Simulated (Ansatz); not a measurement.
Level of theory: Ansatz, DFT PBE, scalar-relativistic, plane waves, PAW.

Structure of V:

```
V
1.0
    -1.49861    1.49861    1.49861
     1.49861   -1.49861    1.49861
     1.49861    1.49861   -1.49861
V
1
Direct
  0.00000 0.00000 0.00000
```

Settings: cutoff 420 eV, Γ-centred mesh 20×20×20 on the computed 1-atom cell, Gaussian smearing of 0.10 eV; no spin polarisation.

Levels along Γ–H–N–Γ–P–H | P–N, in eV from the Fermi level, sorted by energy at each point. Points in fractions of the primitive reciprocal vectors: Γ (0.000 0.000 0.000), H (0.500 -0.500 0.500), N (0.000 0.000 0.500), P (0.250 0.250 0.250).
```csv
point,"k (1/Å, with 2π)",band 5,band 6,band 7,band 8,band 9
Γ,0.000,-6.59,0.41,0.41,0.41,2.43
-,0.299,-6.18,0.39,0.39,0.56,2.10
-,0.599,-5.06,0.40,0.40,0.98,1.23
-,0.898,-3.58,0.05,0.62,0.62,1.61
-,1.198,-2.46,-1.14,1.18,1.18,2.35
-,1.497,-2.35,-2.13,2.09,2.09,3.04
-,1.797,-2.78,-2.77,3.16,3.16,3.55
H,2.096,-3.00,-3.00,3.73,3.73,3.73
-,2.308,-2.89,-2.88,3.32,3.41,3.75
-,2.520,-2.60,-2.53,2.36,2.63,3.81
-,2.732,-2.31,-1.96,1.28,1.83,3.88
-,2.943,-2.31,-1.18,0.29,1.51,3.97
-,3.155,-2.66,-0.48,-0.23,1.78,4.05
-,3.367,-3.03,-0.96,0.84,2.23,3.69
N,3.579,-3.18,-1.13,1.64,2.43,2.79
-,3.790,-3.19,-1.06,1.15,2.43,2.76
-,4.002,-3.38,-0.87,0.33,2.32,2.68
-,4.214,-4.00,-0.58,-0.04,2.17,2.45
-,4.426,-4.93,-0.24,0.08,1.65,2.07
-,4.638,-5.80,0.09,0.29,0.99,2.14
-,4.849,-6.39,0.33,0.40,0.56,2.33
Γ,5.061,-6.59,0.41,0.41,0.41,2.43
-,5.320,-6.29,0.31,0.31,0.67,2.37
-,5.580,-5.42,-0.02,-0.02,1.43,2.30
-,5.839,-4.17,-0.50,-0.50,2.37,2.37
-,6.098,-2.78,-0.95,-0.95,2.53,2.53
-,6.358,-1.58,-1.22,-1.22,2.70,2.70
-,6.617,-1.25,-1.25,-0.99,2.82,2.82
P,6.877,-1.12,-1.12,-1.12,2.86,2.86
-,7.136,-1.53,-0.94,-0.94,2.81,2.81
-,7.395,-1.69,-0.90,-0.90,2.72,2.72
-,7.654,-1.26,-1.17,-1.17,2.70,2.70
-,7.914,-1.73,-1.73,-0.19,2.90,2.90
-,8.173,-2.36,-2.36,1.37,3.25,3.25
-,8.433,-2.83,-2.83,2.97,3.59,3.59
H,8.692,-3.00,-3.00,3.73,3.73,3.73
P,8.692,-1.12,-1.12,-1.12,2.86,2.86
-,8.842,-1.26,-1.24,-0.89,2.83,2.85
-,8.991,-1.57,-1.31,-0.56,2.77,2.85
-,9.141,-2.01,-1.31,-0.14,2.68,2.83
-,9.291,-2.46,-1.26,0.35,2.58,2.82
-,9.441,-2.84,-1.20,0.90,2.50,2.80
-,9.590,-3.09,-1.15,1.40,2.45,2.79
N,9.740,-3.18,-1.13,1.64,2.43,2.79
```